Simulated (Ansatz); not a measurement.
## Computed properties of KF

```
K F
1.0
     0.00000    2.67350    2.67350
     2.67350    0.00000    2.67350
     2.67350    2.67350    0.00000
K F
1 1
Cartesian
  0.0000 0.0000 0.0000
  2.6735 2.6735 2.6735
```

Atoms are numbered in the order listed.

The cell is COD entry 9008652, as deposited and not checked against the literature; nothing was relaxed.

All numbers are computed: DFT, PBEsol, all-electron LAPW, scalar-relativistic (Ansatz 0.2.0); DFT, PBEsol, PAW with Ansatz's default frozen-core files, scalar-relativistic (Ansatz 0.2.0).

For LAPW: a Γ-centred 9×9×9 k mesh, Fermi–Dirac smearing of 0.01 eV, basis error target 1 meV/atom, no spin polarisation. PAW takes a cutoff of 420 eV at this cell (files made with PBE, cores remade for this functional). The Ansatz runs share mesh, smearing and spin set-up. Values come from LAPW unless marked.

* Pressure at this cell: -7.2 kbar
* Band gap: 6.03 eV, direct at Γ
* Löwdin charges (with 0.08 e of the cell spilling out of the atomic basis, so their sizes and signs hang on that basis): K1 0.85, F2 -0.77 e
* Bader charges (from the PAW run): K1 +0.85, F2 -0.85 e
* Volume per atom: 19.11 Å³
